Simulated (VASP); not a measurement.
# PbSe in VASP: one cell, several levels of theory, part 2 of 3

The system is PbSe in the zincblende structure, a generated structure that needn't be the ground state.

VASP 6.6.1, plane waves, PAW. The steps go on from the part before.

### Step 3. r2SCAN

Input file INCAR:

```
ENCUT = 520.000000
SIGMA = 0.010000
EDIFF = 1.00e-07
ALGO = Normal
METAGGA = R2SCAN
PREC = Accurate
IBRION = -1
ISIF = 2
ISMEAR = 0
NBANDS = 17
NELM = 120
NSW = 0
LASPH = .TRUE.
LCHARG = .FALSE.
LWAVE = .FALSE.
LREAL = .FALSE.
```

Input file KPOINTS:

```
KPOINTS created by Atomic Simulation Environment
0
Gamma
6 6 6
0 0 0
```

Input file KPOINTS_OPT:

```
special points
6
Reciprocal
0.0000000000 0.0000000000 0.0000000000 1
0.5000000000 0.0000000000 0.5000000000 1
0.5000000000 0.2500000000 0.7500000000 1
0.3750000000 0.3750000000 0.7500000000 1
0.5000000000 0.5000000000 0.5000000000 1
0.6250000000 0.2500000000 0.6250000000 1
```

Input file POSCAR:

```
Pb Se
 1.0000000000000000
     0.0000000000000000    3.4232041300268978    3.4232041300268978
     3.4232041300268978   -0.0000000000000000    3.4232041300268978
     3.4232041300268978    3.4232041300268978   -0.0000000000000000
 Pb  Se
   1   1
Cartesian
 -0.0000000000000000 -0.0000000000000000  0.0000000000000000
  1.7116020650134487  1.7116020650134487  1.7116020650134487
```

The run is started by

```bash
> mpirun -np 1 vasp_std
```

Printed to the terminal (iteration lines stand in OSZICAR):

```text
POSCAR found type information on POSCAR PbSe
 POSCAR found :  2 types and       2 ions
 -----------------------------------------------------------------------------
|                                                                             |
|                                                                             |
|     You enforced a specific xc type in the INCAR file but a different       |
|     I HOPE YOU KNOW WHAT YOU ARE DOING!                                     |
|                                                                             |
 -----------------------------------------------------------------------------

 LDA part: xc-table for (None), standard interpolation
 POSCAR, INCAR and KPOINTS ok, starting setup
 FFT: planning ... GRIDC
 FFT: planning ... GRID_SOFT
 FFT: planning ... GRID
 WAVECAR not read
 entering main loop
 Start KPOINTS_OPT (optional k-point list driver)
k-point batch [1-6\6]
```

OSZICAR:

```text
N       E                     dE             d eps       ncg     rms          rms(c)
DAV:   1     0.974183709790E+02    0.97418E+02   -0.92379E+03   544   0.111E+03
DAV:   2    -0.623704282183E+02   -0.15979E+03   -0.15407E+03   580   0.287E+02
DAV:   3    -0.760859130454E+02   -0.13715E+02   -0.13629E+02   695   0.938E+01
DAV:   4    -0.764340394968E+02   -0.34813E+00   -0.34781E+00   648   0.188E+01
DAV:   5    -0.764475506770E+02   -0.13511E-01   -0.13511E-01   771   0.342E+00    0.321E+00
DAV:   6    -0.714404297713E+02    0.50071E+01   -0.21905E+00   665   0.238E+01    0.222E+00
DAV:   7    -0.714315092608E+02    0.89205E-02   -0.31671E-01   609   0.436E+00    0.115E+00
DAV:   8    -0.714434516249E+02   -0.11942E-01   -0.18111E-02   664   0.160E+00    0.532E-01
DAV:   9    -0.714483912062E+02   -0.49396E-02   -0.10993E-02   592   0.109E+00    0.201E-01
DAV:  10    -0.714481944331E+02    0.19677E-03   -0.11710E-03   708   0.504E-01    0.457E-02
DAV:  11    -0.714484240221E+02   -0.22959E-03   -0.42981E-04   589   0.183E-01    0.431E-02
DAV:  12    -0.714483818717E+02    0.42150E-04   -0.12594E-04   672   0.150E-01    0.833E-03
DAV:  13    -0.714483829571E+02   -0.10854E-05   -0.13789E-05   752   0.323E-02    0.440E-03
DAV:  14    -0.714483825880E+02    0.36906E-06   -0.16198E-06   727   0.151E-02    0.266E-03
DAV:  15    -0.714483826812E+02   -0.93192E-07   -0.57430E-07   625   0.113E-02
   1 F= -.71448383E+02 E0= -.71448383E+02  d E =-.507873E-47
       N       E                     dE             ncg
DAV:   1     0.165303920210E+03   -0.30820E+04      204
DAV:   2    -0.786380770452E+03   -0.95168E+03      237
DAV:   3    -0.862842531580E+03   -0.76462E+02      243
DAV:   4    -0.864983205278E+03   -0.21407E+01      264
DAV:   5    -0.865048239400E+03   -0.65034E-01      305
DAV:   6    -0.865051144736E+03   -0.29053E-02      278
DAV:   7    -0.865051166887E+03   -0.22150E-04      290
DAV:   8    -0.865051167322E+03   -0.43540E-06      271
DAV:   9    -0.865051167328E+03   -0.63262E-08      219
```

OUTCAR, selected sections:

```text
k-points           NKPTS =     16   k-points in BZ     NKDIM =     16   number of bands    NBANDS=     17

   NELECT =      20.0000    total number of electrons

   dimension x,y,z NGX =    36 NGY =   36 NGZ =   36
   dimension x,y,z NGXF=    72 NGYF=   72 NGZF=   72

  energy-cutoff  :      520.00
  volume of cell :       80.23
      direct lattice vectors                 reciprocal lattice vectors
     0.000000000  3.423204130  3.423204130    -0.146061988  0.146061988  0.146061988
     3.423204130  0.000000000  3.423204130     0.146061988 -0.146061988  0.146061988
     3.423204130  3.423204130  0.000000000     0.146061988  0.146061988 -0.146061988

 k-points in reciprocal lattice and weights: KPOINTS created by Atomic Simulation Env
   0.00000000  0.00000000  0.00000000       0.005
   0.16666667  0.00000000  0.00000000       0.037
   0.33333333  0.00000000  0.00000000       0.037
   0.50000000  0.00000000  0.00000000       0.019
   0.16666667  0.16666667  0.00000000       0.028
   0.33333333  0.16666667  0.00000000       0.111
   0.50000000  0.16666667  0.00000000       0.111
  -0.33333333  0.16666667  0.00000000       0.111
[... 8 more k-points ...]

 E-fermi :   2.1215

 k-point     1 :       0.0000    0.0000    0.0000
  band No.  band energies     occupation
      1     -15.2536      2.00000
      2     -15.2536      2.00000
      3     -15.2536      2.00000
      4     -15.2177      2.00000
      5     -15.2177      2.00000
      6     -11.1644      2.00000
      7      -4.3117      2.00000
      8       0.4129      2.00000
      9       0.4129      2.00000
     10       0.4129      2.00000
     11       4.5012      0.00000
     12       4.5012      0.00000
     13       4.5012      0.00000
     14       7.0037      0.00000
     15      10.8697      0.00000
     16      10.8697      0.00000
     17      11.5569      0.00000

 k-point     2 :       0.1667    0.0000    0.0000
  band No.  band energies     occupation
      1     -15.2610      2.00000
      2     -15.2511      2.00000
      3     -15.2511      2.00000
      4     -15.2175      2.00000
      5     -15.2175      2.00000
      6     -11.0293      2.00000
      7      -4.7412      2.00000
      8       0.2574      2.00000
      9       0.2574      2.00000
     10       0.4355      2.00000
     11       4.4196      0.00000
     12       4.7631      0.00000
     13       4.7632      0.00000
     14       8.1266      0.00000
     15      10.0713      0.00000
     16      10.0713      0.00000
     17      10.8363      0.00000

 k-point     3 :       0.3333    0.0000    0.0000
  band No.  band energies     occupation
      1     -15.2756      2.00000
      2     -15.2469      2.00000
      3     -15.2469      2.00000
      4     -15.2163      2.00000
      5     -15.2163      2.00000
      6     -10.7200      2.00000
      7      -5.5467      2.00000
      8      -0.0075      2.00000
      9      -0.0075      2.00000
     10       0.2524      2.00000
     11       5.1549      0.00000
     12       5.1549      0.00000
     13       5.2305      0.00000
     14       8.8249      0.00000
     15      10.1654      0.00000
     16      10.1654      0.00000
     17      11.2288      0.00000

 k-point     4 :       0.5000    0.0000    0.0000
  band No.  band energies     occupation
      1     -15.2828      2.00000
      2     -15.2452      2.00000
      3     -15.2452      2.00000
      4     -15.2153      2.00000
      5     -15.2153      2.00000
      6     -10.5379      2.00000
      7      -5.9457      2.00000
      8      -0.1234      2.00000
      9      -0.1234      2.00000
     10       0.1167      2.00000
     11       5.2779      0.00000
     12       5.2779      0.00000
     13       6.0434      0.00000
     14       8.8721      0.00000
     15      10.3658      0.00000
     16      10.9656      0.00000
     17      10.9656      0.00000

 k-point     5 :       0.1667    0.1667    0.0000
  band No.  band energies     occupation
      1     -15.2664      2.00000
      2     -15.2486      2.00000
      3     -15.2486      2.00000
      4     -15.2191      2.00000
      5     -15.2161      2.00000
      6     -10.9832      2.00000
      7      -4.8627      2.00000
      8       0.0160      2.00000
      9       0.0160      2.00000
     10       0.9111      2.00000
     11       3.7547      0.00000
     12       5.1759      0.00000
     13       5.1759      0.00000
     14       8.4790      0.00000
     15       8.8834      0.00000
     16      11.1259      0.00000
     17      12.2460      0.00000

 k-point     6 :       0.3333    0.1667    0.0000
  band No.  band energies     occupation
      1     -15.2787      2.00000
      2     -15.2448      2.00000
      3     -15.2439      2.00000
      4     -15.2196      2.00000
      5     -15.2147      2.00000
      6     -10.7258      2.00000
      7      -5.5006      2.00000
      8      -0.4482      2.00000
      9      -0.2637      2.00000
     10       1.1694      2.00000
     11       3.8775      0.00000
     12       5.6614      0.00000
     13       5.6950      0.00000
     14       8.5996      0.00000
     15       9.8021      0.00000
     16      11.0792      0.00000
     17      11.9713      0.00000

 k-point     7 :       0.5000    0.1667    0.0000
  band No.  band energies     occupation
      1     -15.2863      2.00000
      2     -15.2435      2.00000
      3     -15.2419      2.00000
      4     -15.2178      2.00000
      5     -15.2146      2.00000
      6     -10.4825      2.00000
      7      -6.0110      2.00000
      8      -0.8912      2.00000
      9      -0.3286      2.00000
     10       1.1711      2.00000
     11       4.6912      0.00000
     12       5.7677      0.00000
     13       5.9101      0.00000
     14       9.1432      0.00000
     15       9.9871      0.00000
     16      11.1344      0.00000
     17      11.2628      0.00000

[... the tables of k-points 8 to 16 left out ...]

  Total       -0.0007921     -0.0007921     -0.0007921     -0.0000000      0.0000000     -0.0000000
  in kB       -0.0158194     -0.0158194     -0.0158194     -0.0000000      0.0000000     -0.0000000
  external PRESSURE =      -0.0158194 kB  Pullay stress =       0.0000000 kB

 POSITION                                       TOTAL-FORCE (eV/Angst)
 -----------------------------------------------------------------------------------
      0.00000      0.00000      0.00000         0.000000      0.000000      0.000000
      1.71160      1.71160      1.71160        -0.000000     -0.000000     -0.000000
 -----------------------------------------------------------------------------------
    total drift:                               -0.000000     -0.000000     -0.000000

  FREE ENERGIE OF THE ION-ELECTRON SYSTEM (eV)
  ---------------------------------------------------
  free  energy   TOTEN  =       -71.4483826812 eV

  energy  without entropy=      -71.4483826812  energy(sigma->0) =      -71.44838268
```

Run time: 40 s. Hardware: 1 MPI rank of Intel Xeon 6975P-C, shared host; peak memory 0.22 GiB.

The levels at the points of KPOINTS_OPT are read from vasprun.xml.

Near the gap, in eV above the top of the last filled band v; c is the band after it:

| point | v−1 | v | c | c+1 |
| --- | --- | --- | --- | --- |
| Γ | -1.74 | -1.74 | 2.34 | 2.34 |
| X | -2.99 | -0.55 | 0.79 | 5.20 |
| W | -3.19 | 0.00 | 2.46 | 2.90 |
| K | -2.78 | -0.38 | 1.86 | 4.22 |
| L | -2.28 | -2.04 | 3.12 | 3.12 |
| U | -2.78 | -0.38 | 1.86 | 4.22 |

The r2SCAN gap is 0.79 eV and indirect (W to X), with 1.34 eV as the least direct one. Pressure: 0.00 GPa; the forces vanish within 0.01 eV/Å.

### Step 4. LDA at this geometry

Edit INCAR of step 3 so:

```diff
@@ -3,4 +3,3 @@
 EDIFF = 1.00e-07
-ALGO = Normal
-METAGGA = R2SCAN
+GGA = CA
 PREC = Accurate
```

KPOINTS is that of step 3.

KPOINTS_OPT is that of step 3.

POSCAR is that of step 3.

The run uses the recommended LDA PAW datasets (20 valence electrons a neutral cell).

The run is started by

```bash
> mpirun -np 1 vasp_std
```

Printed to the terminal (iteration lines stand in OSZICAR):

```text
POSCAR found type information on POSCAR PbSe
 POSCAR found :  2 types and       2 ions
 LDA part: xc-table for (Slater(with rela. corr.)+CA(PZ))
 , standard interpolation
 POSCAR, INCAR and KPOINTS ok, starting setup
 FFT: planning ... GRIDC
 FFT: planning ... GRID_SOFT
 FFT: planning ... GRID
 WAVECAR not read
 entering main loop
 Start KPOINTS_OPT (optional k-point list driver)
k-point batch [1-6\6]
```

OSZICAR:

```text
N       E                     dE             d eps       ncg     rms          rms(c)
DAV:   1     0.160074907773E+03    0.16007E+03   -0.90848E+03   544   0.109E+03
DAV:   2     0.459377184917E+01   -0.15548E+03   -0.15002E+03   580   0.281E+02
DAV:   3    -0.889484745005E+01   -0.13489E+02   -0.13403E+02   695   0.922E+01
DAV:   4    -0.924637302343E+01   -0.35153E+00   -0.35121E+00   630   0.187E+01
DAV:   5    -0.925979244256E+01   -0.13419E-01   -0.13419E-01   763   0.343E+00    0.303E+00
DAV:   6    -0.883572062712E+01    0.42407E+00   -0.11966E+00   813   0.635E+00    0.173E+00
DAV:   7    -0.882342518336E+01    0.12295E-01   -0.12322E-01   595   0.153E+00    0.881E-01
DAV:   8    -0.881991527204E+01    0.35099E-02   -0.11954E-02   696   0.108E+00    0.107E-01
DAV:   9    -0.881952293012E+01    0.39234E-03   -0.38181E-03   802   0.435E-01    0.842E-02
DAV:  10    -0.881960214677E+01   -0.79217E-04   -0.28311E-04   569   0.116E-01    0.207E-02
DAV:  11    -0.881961365193E+01   -0.11505E-04   -0.39805E-05   656   0.563E-02    0.118E-02
DAV:  12    -0.881961475510E+01   -0.11032E-05   -0.63385E-06   626   0.290E-02    0.436E-03
DAV:  13    -0.881961487136E+01   -0.11626E-06   -0.63561E-07   682   0.617E-03    0.152E-03
DAV:  14    -0.881961483535E+01    0.36015E-07   -0.26440E-07   502   0.324E-03
   1 F= -.88196148E+01 E0= -.88196148E+01  d E =-.494431E-26
       N       E                     dE             ncg
DAV:   1     0.178979568288E+03   -0.30683E+04      204
DAV:   2    -0.741266595747E+03   -0.92025E+03      237
DAV:   3    -0.815541269364E+03   -0.74275E+02      251
DAV:   4    -0.817666472948E+03   -0.21252E+01      256
DAV:   5    -0.817742025548E+03   -0.75553E-01      297
DAV:   6    -0.817746248958E+03   -0.42234E-02      279
DAV:   7    -0.817746275681E+03   -0.26723E-04      285
DAV:   8    -0.817746276250E+03   -0.56805E-06      285
DAV:   9    -0.817746276253E+03   -0.38838E-08      227
```

OUTCAR, selected sections:

```text
k-points           NKPTS =     16   k-points in BZ     NKDIM =     16   number of bands    NBANDS=     17

   NELECT =      20.0000    total number of electrons

   dimension x,y,z NGX =    36 NGY =   36 NGZ =   36
   dimension x,y,z NGXF=    72 NGYF=   72 NGZF=   72

  energy-cutoff  :      520.00
  volume of cell :       80.23
      direct lattice vectors                 reciprocal lattice vectors
     0.000000000  3.423204130  3.423204130    -0.146061988  0.146061988  0.146061988
     3.423204130  0.000000000  3.423204130     0.146061988 -0.146061988  0.146061988
     3.423204130  3.423204130  0.000000000     0.146061988  0.146061988 -0.146061988

 k-points in reciprocal lattice and weights: KPOINTS created by Atomic Simulation Env
   0.00000000  0.00000000  0.00000000       0.005
   0.16666667  0.00000000  0.00000000       0.037
   0.33333333  0.00000000  0.00000000       0.037
   0.50000000  0.00000000  0.00000000       0.019
   0.16666667  0.16666667  0.00000000       0.028
   0.33333333  0.16666667  0.00000000       0.111
   0.50000000  0.16666667  0.00000000       0.111
  -0.33333333  0.16666667  0.00000000       0.111
[... 8 more k-points ...]

 E-fermi :   2.0844

 k-point     1 :       0.0000    0.0000    0.0000
  band No.  band energies     occupation
      1     -14.6174      2.00000
      2     -14.6174      2.00000
      3     -14.6174      2.00000
      4     -14.5829      2.00000
      5     -14.5829      2.00000
      6     -10.6860      2.00000
      7      -4.3274      2.00000
      8       0.5165      2.00000
      9       0.5165      2.00000
     10       0.5165      2.00000
     11       4.1585      0.00000
     12       4.1585      0.00000
     13       4.1585      0.00000
     14       6.5850      0.00000
     15      10.3091      0.00000
     16      10.3091      0.00000
     17      10.9625      0.00000

 k-point     2 :       0.1667    0.0000    0.0000
  band No.  band energies     occupation
      1     -14.6241      2.00000
      2     -14.6150      2.00000
      3     -14.6150      2.00000
      4     -14.5827      2.00000
      5     -14.5827      2.00000
      6     -10.5572      2.00000
      7      -4.7069      2.00000
      8       0.3573      2.00000
      9       0.3573      2.00000
     10       0.4822      2.00000
     11       4.0805      0.00000
     12       4.4174      0.00000
     13       4.4174      0.00000
     14       7.6877      0.00000
     15       9.5382      0.00000
     16       9.5382      0.00000
     17      10.3270      0.00000

 k-point     3 :       0.3333    0.0000    0.0000
  band No.  band energies     occupation
      1     -14.6375      2.00000
      2     -14.6110      2.00000
      3     -14.6110      2.00000
      4     -14.5816      2.00000
      5     -14.5816      2.00000
      6     -10.2618      2.00000
      7      -5.4354      2.00000
      8       0.0904      2.00000
      9       0.0904      2.00000
     10       0.2197      2.00000
     11       4.8004      0.00000
     12       4.8004      0.00000
     13       4.8757      0.00000
     14       8.3778      0.00000
     15       9.6235      0.00000
     16       9.6235      0.00000
     17      10.7113      0.00000

 k-point     4 :       0.5000    0.0000    0.0000
  band No.  band energies     occupation
      1     -14.6442      2.00000
      2     -14.6094      2.00000
      3     -14.6094      2.00000
      4     -14.5806      2.00000
      5     -14.5806      2.00000
      6     -10.0877      2.00000
      7      -5.8021      2.00000
      8      -0.0251      2.00000
      9      -0.0251      2.00000
     10       0.0599      2.00000
     11       4.9198      0.00000
     12       4.9198      0.00000
     13       5.6596      0.00000
     14       8.4051      0.00000
     15       9.8806      0.00000
     16      10.3784      0.00000
     17      10.3784      0.00000

 k-point     5 :       0.1667    0.1667    0.0000
  band No.  band energies     occupation
      1     -14.6292      2.00000
      2     -14.6126      2.00000
      3     -14.6126      2.00000
      4     -14.5843      2.00000
      5     -14.5813      2.00000
      6     -10.5133      2.00000
      7      -4.8159      2.00000
      8       0.1100      2.00000
      9       0.1100      2.00000
     10       0.9691      2.00000
     11       3.4097      0.00000
     12       4.8226      0.00000
     13       4.8226      0.00000
     14       8.0127      0.00000
     15       8.4249      0.00000
     16      10.5579      0.00000
     17      11.6287      0.00000

 k-point     6 :       0.3333    0.1667    0.0000
  band No.  band energies     occupation
      1     -14.6404      2.00000
      2     -14.6091      2.00000
      3     -14.6081      2.00000
      4     -14.5848      2.00000
      5     -14.5800      2.00000
      6     -10.2677      2.00000
      7      -5.3936      2.00000
      8      -0.3706      2.00000
      9      -0.1700      2.00000
     10       1.1836      2.00000
     11       3.5328      0.00000
     12       5.2946      0.00000
     13       5.3244      0.00000
     14       8.1132      0.00000
     15       9.3401      0.00000
     16      10.5085      0.00000
     17      11.4163      0.00000

 k-point     7 :       0.5000    0.1667    0.0000
  band No.  band energies     occupation
      1     -14.6473      2.00000
      2     -14.6079      2.00000
      3     -14.6062      2.00000
      4     -14.5831      2.00000
      5     -14.5800      2.00000
      6     -10.0350      2.00000
      7      -5.8624      2.00000
      8      -0.8222      2.00000
      9      -0.2326      2.00000
     10       1.1482      2.00000
     11       4.3358      0.00000
     12       5.3937      0.00000
     13       5.5311      0.00000
     14       8.6375      0.00000
     15       9.5074      0.00000
     16      10.5533      0.00000
     17      10.7126      0.00000

[... the tables of k-points 8 to 16 left out ...]

  Total       -0.9621680     -0.9621680     -0.9621680      0.0000000      0.0000000      0.0000000
  in kB      -19.2146776    -19.2146776    -19.2146776      0.0000000      0.0000000      0.0000000
  external PRESSURE =     -19.2146776 kB  Pullay stress =       0.0000000 kB

 POSITION                                       TOTAL-FORCE (eV/Angst)
 -----------------------------------------------------------------------------------
      0.00000      0.00000      0.00000         0.000000      0.000000      0.000000
      1.71160      1.71160      1.71160        -0.000000     -0.000000     -0.000000
 -----------------------------------------------------------------------------------
    total drift:                               -0.000000     -0.000000     -0.000000

  FREE ENERGIE OF THE ION-ELECTRON SYSTEM (eV)
  ---------------------------------------------------
  free  energy   TOTEN  =        -8.8196148353 eV

  energy  without entropy=       -8.8196148353  energy(sigma->0) =       -8.81961484
```

Run time: 8.9 s. Hardware: 1 MPI rank of Intel Xeon 6975P-C, shared host; peak memory 0.19 GiB.

The levels at the points of KPOINTS_OPT are read from vasprun.xml.

Levels at the named points, in eV from the top of band v (v: the last filled band by count, c: the next):

| point | v−1 | v | c | c+1 |
| --- | --- | --- | --- | --- |
| Γ | -1.63 | -1.63 | 2.01 | 2.01 |
| X | -2.88 | -0.55 | 0.45 | 4.75 |
| W | -3.10 | 0.00 | 2.02 | 2.61 |
| K | -2.68 | -0.42 | 1.53 | 3.80 |
| L | -2.17 | -2.09 | 2.77 | 2.77 |
| U | -2.68 | -0.42 | 1.53 | 3.80 |

The LDA gap is 0.45 eV and indirect (W to X), with 1.01 eV as the least direct one. Pressure: -1.92 GPa; the forces vanish within 0.01 eV/Å.

(Continued in part 3 of 3.)
